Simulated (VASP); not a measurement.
Ti2C, 6 atoms in the cell. Symmetry: P4_2/mnm, No. 136, tetragonal system. Conventional cell: a = 5.031 Å, b = 5.031 Å, c = 3.139 Å, α = 90.00°, β = 90.00°, γ = 90.00°. Ti (site symmetry m2m) is surrounded by 3 C at 2.12 Å. C (site symmetry mmm) has 6 Ti at 2.12 Å as nearest neighbours. The cell was built by a generator and needn't be a form met in nature.

| Item | Value |
| --- | --- |
| Program | VASP 6.6.1 |
| Task | single point |
| Functional | r2SCAN |
| Potentials or basis | VASP PAW PBE potentials, release 64 (Ti_sv, C) |
| Cutoff | 520 eV |
| k mesh | 6 × 6 × 10 |
| Occupations | gaussian, width 0.1 eV |
| Spin | no spin polarisation |
| Further INCAR settings | ALGO = Normal; EDIFF = 1e-06 |

Potentials or basis: VASP PAW PBE potentials, release 64 (Ti_sv, C).

Launch:

```console
$ cat potpaw_PBE.64/Ti_sv/POTCAR potpaw_PBE.64/C/POTCAR > POTCAR
$ mpirun -np 2 vasp_std > vasp.out
```

Hardware: 2 MPI ranks on Intel(R) Xeon(R) Platinum 8488C (Sapphire Rapids) (shared host).

Task: Estimate the wall time of this run.

Result: Run time: 2.9 min on 2 MPI ranks on Intel(R) Xeon(R) Platinum 8488C (Sapphire Rapids) (shared host), peak memory 0.27 GiB a rank. Counts: scf iterations 19, k points 60.
